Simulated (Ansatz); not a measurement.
## InP: stiffness from a series of strains

```
CELL_PARAMETERS angstrom
0.00000 2.85500 2.85500
2.85500 0.00000 2.85500
2.85500 2.85500 0.00000
ATOMIC_POSITIONS crystal
In 0.00000 0.00000 0.00000
P 0.50000 0.50000 0.50000
```

Atom numbers follow the list: In1, P2.

The geometry is COD entry 1538565, unchecked; take it as a test cell.

No spin–orbit coupling, which matters for the heavy atoms here.

Theory: DFT, LDA, all-electron LAPW, scalar-relativistic in Ansatz 0.2.0.

The runs use a Γ-centred 11×11×11 k mesh, Fermi–Dirac smearing of 0.05 eV, basis error target 1 meV/atom, no spin polarisation.

The strain is applied along the Cartesian axes of the cell as listed (γ is the engineering shear, twice εxy = εyz = εzx). Fractional coordinates are held (clamped ions).

σ is the change of stress from the unstrained cell, which is at -9.65 GPa; tension is positive, so slopes are stress–strain coefficients at that pressure. In a metal the k mesh adds noise.

Only quantities that a quadratic follows smoothly over the whole series are listed; rougher ones are left out.

| γ | σxy (GPa) |
| --- | --- |
| -0.0200 | -0.56 |
| -0.0100 | -0.28 |
| 0.0000 | 0.00 |
| 0.0200 | 0.60 |

**Question.** Fit the series and read off the stiffness at zero strain.

**Answer.** Least-squares fits y = p0 + p1 x + p2 x² to the rows give σxy (GPa): p1 = 29, p2 = 45. So C44 (clamped ions) = 29 GPa.

**Question.** One run, at γ = 0.0100, is withheld. Predict its row.

**Answer.** The fits give 0.30; the run gave 0.29.
